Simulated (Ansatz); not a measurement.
Program: Ansatz. Geometries: PBE0-D4/def2-TZVP. ΔE: electronic, gas phase. CCSD(T)/CBS is the MP2 limit (def2-TZVPP, def2-QZVPP) plus CCSD(T) − MP2 in def2-TZVPP, frozen cores. DFT in def2-TZVPP. def2 core potentials past Kr. For Sn outer-core shells are correlated without core-valence functions, which leaves a few kJ/mol of doubt a bond.

Reaction (formal exchange of groups at the Sn–C bond): `C[C](=O)[SnH3]` + `CSC` → `C[S][SnH3]` + `CC(C)=O`

`C[C](=O)[SnH3]`:

```xyz
10

C     1.052    0.670    0.987
C    -0.228    0.799    0.212
O    -0.900    1.792    0.224
Sn   -0.885   -0.944   -1.002
H     0.975   -0.177    1.676
H     1.872    0.442    0.298
H     1.267    1.587    1.538
H    -2.349   -0.527   -1.762
H    -1.107   -2.312    0.001
H     0.302   -1.330   -2.172
```

`CSC`:

Cartesian coordinates in Å:
```
C -1.338 -0.054 -0.289
S -0.161 1.076 0.460
C 1.332 0.091 0.305
H -1.080 -0.261 -1.330
H -2.314 0.431 -0.260
H -1.396 -0.992 0.268
H 1.561 -0.117 -0.743
H 2.149 0.673 0.732
H 1.246 -0.848 0.855
```

`C[S][SnH3]`:

Cartesian coordinates in Å:
```
C 1.286 0.762 0.657
S 1.112 -0.868 -0.128
Sn -1.221 -0.804 -0.661
H 2.331 0.854 0.953
H 0.664 0.846 1.549
H 1.050 1.568 -0.037
H -2.113 -0.596 0.782
H -1.592 -2.283 -1.416
H -1.517 0.521 -1.699
```

`CC(C)=O`:

```xyz
10

C     0.316   -1.226   -0.243
C    -0.222   -0.095    0.594
C    -0.210    1.271   -0.041
O    -0.638   -0.273    1.711
H    -0.184   -1.256   -1.215
H     1.380   -1.065   -0.440
H     0.181   -2.173    0.276
H    -0.875    1.280   -0.910
H    -0.538    2.021    0.676
H     0.791    1.516   -0.408
```

| level | ΔE (kJ/mol) |
| --- | --- |
| PBE0-D4 | -113.6 |
| MP2/def2-TZVPP | -114.6 |
| SCS-MP2/def2-TZVPP | -113.4 |
| CCSD/CBS(def2) | -118.0 |

(1) What does CCSD(T)/CBS give? (Best estimate.)

Largest T1 diagnostic among the species: 0.015.

Results:

(1) Ansatz gave: -114.9 kJ/mol. The listed levels differ from it by 1.3, 0.3, 1.5, -3.1 kJ/mol.

From PBE to PBE0 (25 % exact exchange), in def2-TZVPP and without D4, ΔE moves by −10.2 kJ/mol. In def2-TZVPP, CCSD(T) changes the Hartree–Fock value by +18.7 kJ/mol (the triples alone add +3.1 kJ/mol) and MP2 by +15.5 kJ/mol.

CCSD(T)/CBS has its own doubt, a few kJ/mol and more with outer-core shells, so smaller differences from it don't rank the levels.
